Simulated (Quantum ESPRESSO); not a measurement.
# Cu (P-1) in Quantum ESPRESSO: reference runs

Reference runs on Cu: the cell as given.

All numbers are computed with Quantum ESPRESSO 7.5; they aren't measurements. Logs are shortened: lines on timing, memory, paths and dates and some standing lists are left out, and cuts for length are marked.

### Step 1. The crystal as given

The typed cell holds 2 atoms: a = 2.482 Å, b = 2.491 Å, c = 3.974 Å, α = 88.43°, β = 94.71°, γ = 111.04°.

This isn't the form of Cu at room conditions, which is fcc.

### Step 2. Single point, PBE

Input file pw.in:

```
&CONTROL
  calculation = 'scf'
  prefix = 'pwscf'
  outdir = './tmp'
  pseudo_dir = './pseudo'
  tprnfor = .true.
  tstress = .true.
  disk_io = 'nowf'
/
&SYSTEM
  ibrav = 0
  nat = 2
  ntyp = 1
  ecutwfc = 55
  ecutrho = 440
  nbnd = 18
  occupations = 'smearing'
  smearing = 'fd'
  degauss = 0.00367493
/
&ELECTRONS
  conv_thr = 4d-10
  electron_maxstep = 120
  mixing_beta = 0.5
/
ATOMIC_SPECIES
Cu    63.5460 Cu.paw.z_11.ld1.psl.v1.0.0-low.upf
CELL_PARAMETERS angstrom
  -1.5174913400    1.3756329300    1.4026501800
   1.4751075000   -1.4270945600    1.4121680500
   2.9027529500    2.7128816000   -0.0983950600
ATOMIC_POSITIONS crystal
Cu     0.9968402300    0.9996498300    0.0007723400
Cu     0.5031597700    0.5003501700    0.4992276600
K_POINTS automatic
11 11 7 0 0 0
```

Potentials or basis: SSSP 1.3 efficiency PBE.

Started as:

```
OMP_NUM_THREADS=1 pw.x -in pw.in > pw.out
```

pw.out:

```text
This program is part of the open-source Quantum ESPRESSO suite
     for quantum simulation of materials; please cite
         "P. Giannozzi et al., J. Phys.:Condens. Matter 21 395502 (2009);
         "P. Giannozzi et al., J. Phys.:Condens. Matter 29 465901 (2017);
         "P. Giannozzi et al., J. Chem. Phys. 152 154105 (2020);
     in publications or presentations arising from this work. More details at

     file Cu.paw.z_11.ld1.psl.v1.0.0-low.upf: wavefunction(s)  4S 3D renormalized
     Message from routine setup:
     using ibrav=0 with symmetry is DISCOURAGED, use correct ibrav instead

     G-vector sticks info
     --------------------
     sticks:   dense  smooth     PW     G-vecs:    dense   smooth      PW
     Sum         717     363    121                24039     8497    1641

     Using Slab Decomposition

     bravais-lattice index     =            0
     lattice parameter (alat)  =       4.6912  a.u.
     unit-cell volume          =     154.2852 (a.u.)^3
     number of atoms/cell      =            2
     number of atomic types    =            1
     number of electrons       =        22.00
     number of Kohn-Sham states=           18
     kinetic-energy cutoff     =      55.0000  Ry
     charge density cutoff     =     440.0000  Ry
     scf convergence threshold =      4.0E-10
     mixing beta               =       0.5000
     number of iterations used =            8  plain     mixing
     Exchange-correlation= SLA  PW   PBX  PBC
                           (   1   4   3   4   0   0   0)

     celldm(1)=   4.691156  celldm(2)=   0.000000  celldm(3)=   0.000000
     celldm(4)=   0.000000  celldm(5)=   0.000000  celldm(6)=   0.000000

     crystal axes: (cart. coord. in units of alat)
               a(1) = (  -0.611287   0.554143   0.565026 )
               a(2) = (   0.594214  -0.574873   0.568860 )
               a(3) = (   1.169308   1.092823  -0.039636 )

     reciprocal axes: (cart. coord. in units 2 pi/alat)
               b(1) = ( -0.400731  0.460852  0.884315 )
               b(2) = (  0.427872 -0.425879  0.880580 )
               b(3) = (  0.428280  0.457344  0.014810 )

     PseudoPot. # 1 for Cu read from file:
     Cu.paw.z_11.ld1.psl.v1.0.0-low.upf
     Pseudo is Projector augmented-wave + core cor, Zval = 11.0
     Generated using &quot;atomic&quot; code by A. Dal Corso  v.6.3MaX
     Shape of augmentation charge: PSQ
     Using radial grid of 1199 points,  6 beta functions with:
                l(1) =   0
                l(2) =   0
                l(3) =   1
                l(4) =   1
                l(5) =   2
                l(6) =   2
     Q(r) pseudized with 0 coefficients

     atomic species   valence    mass     pseudopotential
     Cu               11.00    63.54600     Cu( 1.00)

      2 Sym. Ops., with inversion, found ( 1 have fractional translation)

   Cartesian axes

     site n.     atom                  positions (alat units)
         1        Cu     tau(   1) = (  -0.0144468  -0.0214358   1.1318706  )
         2        Cu     tau(   2) = (   0.5734909   0.5367520   0.5491399  )

     number of k points=   424  Fermi-Dirac smearing, width (Ry)=  0.0037

     Number of k-points >= 100: set verbosity='high' to print them.

     Dense  grid:    24039 G-vectors     FFT dimensions: (  32,  32,  54)

     Smooth grid:     8497 G-vectors     FFT dimensions: (  24,  24,  36)

     Initial potential from superposition of free atoms

     starting charge      21.9995, renormalised to      22.0000
     Starting wfcs are   18 randomized atomic wfcs

     Self-consistent Calculation

     iteration #  1     ecut=    55.00 Ry     beta= 0.50
     Davidson diagonalization with overlap
     ethr =  1.00E-02,  avg # of iterations =  5.3

     Threshold (ethr) on eigenvalues was too large:
     Diagonalizing with lowered threshold

     Davidson diagonalization with overlap
     ethr =  5.70E-04,  avg # of iterations =  1.2

     total energy              =    -426.12714167 Ry
     estimated scf accuracy    <       0.12801550 Ry

     iteration #  2     ecut=    55.00 Ry     beta= 0.50
     Davidson diagonalization with overlap
     ethr =  5.82E-04,  avg # of iterations =  2.2

     total energy              =    -426.16059095 Ry
     estimated scf accuracy    <       0.15358648 Ry

     iteration #  3     ecut=    55.00 Ry     beta= 0.50
     Davidson diagonalization with overlap
     ethr =  5.82E-04,  avg # of iterations =  1.4

     total energy              =    -426.18478839 Ry
     estimated scf accuracy    <       0.00033539 Ry

     iteration #  4     ecut=    55.00 Ry     beta= 0.50
     Davidson diagonalization with overlap
     ethr =  1.52E-06,  avg # of iterations =  5.0

     total energy              =    -426.18491374 Ry
     estimated scf accuracy    <       0.00011753 Ry

     iteration #  5     ecut=    55.00 Ry     beta= 0.50
     Davidson diagonalization with overlap
     ethr =  5.34E-07,  avg # of iterations =  1.1

     total energy              =    -426.18492464 Ry
     estimated scf accuracy    <       0.00000185 Ry

     iteration #  6     ecut=    55.00 Ry     beta= 0.50
     Davidson diagonalization with overlap
     ethr =  8.41E-09,  avg # of iterations =  2.4

     total energy              =    -426.18492532 Ry
     estimated scf accuracy    <       0.00000048 Ry

     iteration #  7     ecut=    55.00 Ry     beta= 0.50
     Davidson diagonalization with overlap
     ethr =  2.17E-09,  avg # of iterations =  1.5

     total energy              =    -426.18492538 Ry
     estimated scf accuracy    <       0.00000001 Ry

     iteration #  8     ecut=    55.00 Ry     beta= 0.50
     Davidson diagonalization with overlap
     ethr =  5.46E-11,  avg # of iterations =  3.7

     End of self-consistent calculation

     Number of k-points >= 100: set verbosity='high' to print the bands.

     the Fermi energy is    13.2346 ev

!    total energy              =    -426.18492539 Ry
     total all-electron energy =     -6619.944458 Ry
     estimated scf accuracy    <          2.6E-10 Ry
     smearing contrib. (-TS)   =      -0.00029163 Ry
     internal energy E=F+TS    =    -426.18463376 Ry

     The total energy is F=E-TS. E is the sum of the following terms:
     one-electron contribution =     -53.37521573 Ry
     hartree contribution      =      60.32150388 Ry
     xc contribution           =     -89.29687247 Ry
     ewald contribution        =    -164.13554369 Ry
     one-center paw contrib.   =    -179.69850575 Ry

     convergence has been achieved in   8 iterations

     Forces acting on atoms (cartesian axes, Ry/au):

     atom    1 type  1   force =    -0.00121164   -0.00137444    0.00116925
     atom    2 type  1   force =     0.00121164    0.00137444   -0.00116925

     Total force =     0.003074     Total SCF correction =     0.000005

     Computing stress (Cartesian axis) and pressure

          total   stress  (Ry/bohr**3)                   (kbar)     P=       78.33
   0.00058704   0.00029493   0.00031322           86.36       43.39       46.08
   0.00029493   0.00048005   0.00031316           43.39       70.62       46.07
   0.00031322   0.00031316   0.00053041           46.08       46.07       78.03

=------------------------------------------------------------------------------=
   JOB DONE.
=------------------------------------------------------------------------------=
```

Wall time 90 s (1 thread of Intel Xeon Platinum 8488C (Sapphire Rapids), shared host); peak memory 0.24 GiB.

What came out:

```yaml
Free_energy: -5798.5413 eV
Pressure: 7.8 GPa
Largest_force: 0.056 eV/Å
Band_gap_on_the_k_mesh: none (metal or under the smearing width)
```

Forces in eV/Å, atoms in the order of the input:
```
Cu  -0.031 -0.035  0.030
Cu   0.031  0.035 -0.030
```

Levels at points of the mesh, in eV from the Fermi level:
```tsv
k point	band 8	band 9	band 10	band 11	band 12	band 13	band 14	band 15
(0.00, 0.00, 0.00)	-2.22	-1.98	-1.98	-1.30	-0.50	4.84	17.72	18.10
```
